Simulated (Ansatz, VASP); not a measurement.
# Sn3Se in VASP and in Ansatz

```
Sn Se
1.0
     0.00000    3.75786    3.75786
     3.75786    0.00000    3.75786
     3.75786    3.75786    0.00000
Sn Se
3 1
Direct
  0.50000 0.50000 0.50000
  0.75000 0.75000 0.75000
  0.25000 0.25000 0.25000
  0.00000 0.00000 0.00000
```

The cell comes from a database or a generator and needn't be the stable form of this composition.

Alike in both runs: task single point; functional LDA; k mesh 6 × 6 × 6; occupations fermi-dirac, width 0.05 eV; no spin polarisation.

|  | VASP | Ansatz |
| --- | --- | --- |
| version | VASP 6.6.1 | Ansatz 0.2.0 |
| potentials or method | VASP PAW LDA potentials, release 64 (Sn_d, Se) | Ansatz PAW |
| plane-wave cutoff (eV) | 520 | 420 |
| valence electrons in the cell | 48 | 58 |

|  | VASP | Ansatz | Ansatz less VASP |
| --- | --- | --- | --- |
| gap on the k mesh at the Fermi level (eV) | none | none | - |
| pressure (GPa) | -5.2 | -5.2 | 0.00 |

A gap of «none» marks a metal or a gap that the smearing closes. The two sets of potentials don't hold the same shells in valence.

Caveats: the PAW data sets come from PBE, with cores solved anew for the run's functional, which leaves a small shift of forces and pressure (Ansatz).
